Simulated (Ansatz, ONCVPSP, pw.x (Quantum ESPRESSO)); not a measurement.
**What a changed setting does to a pw.x run (fcc Hf)**

Potential: optimised norm-conserving Vanderbilt (ONCV), ONCVPSP 4.0.1.1 (patched build), PBE; core [Kr] 4d10 4f14, reference 5s2 5p6 5d2 6s2; waves: 5s+6s: rc 2.10 bohr, ncon 4, nbas 7, qcut 5.1 1/bohr, 2 projectors; 5p: rc 1.60 bohr, ncon 4, nbas 9, qcut 10.1 1/bohr, 2 projectors, debl 3.5 Ha; 5d: rc 3.05 bohr, ncon 5, nbas 10, qcut 4.2 1/bohr, 2 projectors, debl 0.9 Ha; local part: polynomial inside 1.30 bohr (lpopt 5, dvloc0 0 Ha); core correction: polynomial model core, fcfact 0.7.

The reference run (k-mesh 13³, cutoffs 85/340 Ry, Fermi–Dirac 0.01 Ry, mixing_beta 0.4, conv_thr 1e-9, no spin) gives -1.45 GPa at 22.681 Å³/atom, where all-electron LAPW gives -0.23 GPa. This run, with its own iteration cap, changes k-mesh points per axis to 2.

```
&control
  calculation='scf', prefix='x', pseudo_dir='./', outdir='./tmp', tstress=.true., disk_io='none'
/
&system
  ibrav=0, nat=1, ntyp=1, ecutwfc=85, ecutrho=340, nbnd=14,
  occupations='smearing', smearing='fd', degauss=0.01
/
&electrons
  conv_thr=1e-09, mixing_beta=0.4, electron_maxstep=60
/
ATOMIC_SPECIES
Hf 1.0 Hf.UPF
CELL_PARAMETERS angstrom
  0.00000000 2.24669474 2.24669474
  2.24669474 0.00000000 2.24669474
  2.24669474 2.24669474 0.00000000
ATOMIC_POSITIONS crystal
Hf 0.0000 0.0000 0.0000
K_POINTS automatic
2 2 2 0 0 0
```

```bash
pw.x < Hf.scf.in > Hf.scf.out
```

How does the run end?

It converges in 9 iterations; the free energy moves by -534.9 meV/atom and the pressure by -3.97 GPa.

```
Message from routine setup:
     using ibrav=0 with symmetry is DISCOURAGED, use correct ibrav instead
     lattice parameter (alat)  =       6.0042  a.u.
     unit-cell volume          =     153.0590 (a.u.)^3
     number of electrons       =        12.00
     number of Kohn-Sham states=           14
     kinetic-energy cutoff     =      85.0000  Ry
     charge density cutoff     =     340.0000  Ry
     scf convergence threshold =      1.0E-09
     Exchange-correlation= PBE
     number of k points=     3  Fermi-Dirac smearing, width (Ry)=  0.0100
     iteration #  1     ecut=    85.00 Ry     beta= 0.40
     total energy              =    -132.91744199 Ry
     estimated scf accuracy    <       0.03186399 Ry
     iteration #  2     ecut=    85.00 Ry     beta= 0.40
     total energy              =    -132.91617446 Ry
     estimated scf accuracy    <       0.00675095 Ry
     iteration #  3     ecut=    85.00 Ry     beta= 0.40
     total energy              =    -132.91705124 Ry
     estimated scf accuracy    <       0.00017890 Ry
     [... 3 iterations left out ...]
     iteration #  7     ecut=    85.00 Ry     beta= 0.40
     total energy              =    -132.91708708 Ry
     estimated scf accuracy    <          2.9E-09 Ry
     iteration #  8     ecut=    85.00 Ry     beta= 0.40
     total energy              =    -132.91708708 Ry
     estimated scf accuracy    <          1.4E-09 Ry
     iteration #  9     ecut=    85.00 Ry     beta= 0.40
     the Fermi energy is    15.0888 ev
!    total energy              =    -132.91708708 Ry
     estimated scf accuracy    <          4.8E-11 Ry
     smearing contrib. (-TS)   =      -0.01223832 Ry
     The total energy is F=E-TS. E is the sum of the following terms:
     one-electron contribution =     -19.65145565 Ry
     hartree contribution      =      14.07260331 Ry
     xc contribution           =     -49.57323248 Ry
     ewald contribution        =     -77.75276395 Ry
     convergence has been achieved in   9 iterations
          total   stress  (Ry/bohr**3)                   (kbar)     P=      -54.20
     Message from routine punch:
     Nothing written, as per user request (disk_io='none')
```

The run took about 1.3 s on one core of a shared host (Neoverse-V2, 48 threads, 185 GiB, load 22).
